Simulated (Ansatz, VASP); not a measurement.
# One calculation of ZnS, two programs

INCAR

```
  PREC = Accurate
  ENCUT = 600
  EDIFF = 1E-6
  ISMEAR = 1
  SIGMA = 0.05
  LREAL = False
  LASPH = True
  NELM = 100
  ALGO = Normal
  ISIF = 3
  LWAVE = False
  LCHARG = False
  GGA = PE
  IBRION = 2
  NSW = 60
  EDIFFG = -0.01
```

The input KPOINTS:

```
Automatic mesh
0
Gamma
  6 6 6
```

The input POSCAR:

```
ZnS
1.0
    0.0000000000      2.7380270000      2.7380270000
    2.7380270000      0.0000000000      2.7380270000
    2.7380270000      2.7380270000      0.0000000000
Zn S
1 1
Direct
    0.0000000000      0.0000000000      0.0000000000
    0.2500000000      0.2500000000      0.2500000000
```

Input for Ansatz:

```yaml
crystal:
  lattice:
    - [0.0, 2.738027, 2.738027]
    - [2.738027, 0.0, 2.738027]
    - [2.738027, 2.738027, 0.0]
  atoms:
    - { symbol: Zn, position: [0.0, 0.0, 0.0] }
    - { symbol: S, position: [0.25, 0.25, 0.25] }
  symmetry: { tolerance: 0.0003 }
kpoints:
  mp_grid: { grid: [6, 6, 6], shift: [0, 0, 0] }
magnetization:
  spin_polarized: false
scf:
  occupations: { method: methfessel_paxton, width: 0.05 }
hamiltonian:
  pseudopotentials: { kind: paw }
  xc: pbe
basis:
  ecutwfc: 420
output:
  forces: true
  stress: true
  eigenvalues: true
relax:
  max_steps: 40
  cell: {}
```

Alike in both runs: task relaxation of cell and atoms; functional PBE; k mesh 6 × 6 × 6; occupations methfessel-paxton of order 1, width 0.05 eV; no spin polarisation.

|  | VASP | Ansatz |
| --- | --- | --- |
| version | VASP 6.6.1 | Ansatz 0.2.0 |
| potentials or method | VASP PAW PBE potentials, release 64 (Zn, S) | PAW plane waves |
| plane-wave cutoff (eV) | 600 | 420 |
| valence electrons in the cell | 18 | 18 |

```csv
,VASP,Ansatz,Ansatz less VASP
"gap on the k mesh at the Fermi level, each at its own relaxed structure (eV)",2.01,2.01,+0.006
relaxed volume (Å³/atom),20.21,20.16,-0.050
relaxed cell length with the largest relative difference (Å),3.852,3.849,-0.0032
energy change over the relaxation (meV/atom),-1,-1,-0.3
```

As with any semilocal functional, this PBE gap is likely too small.
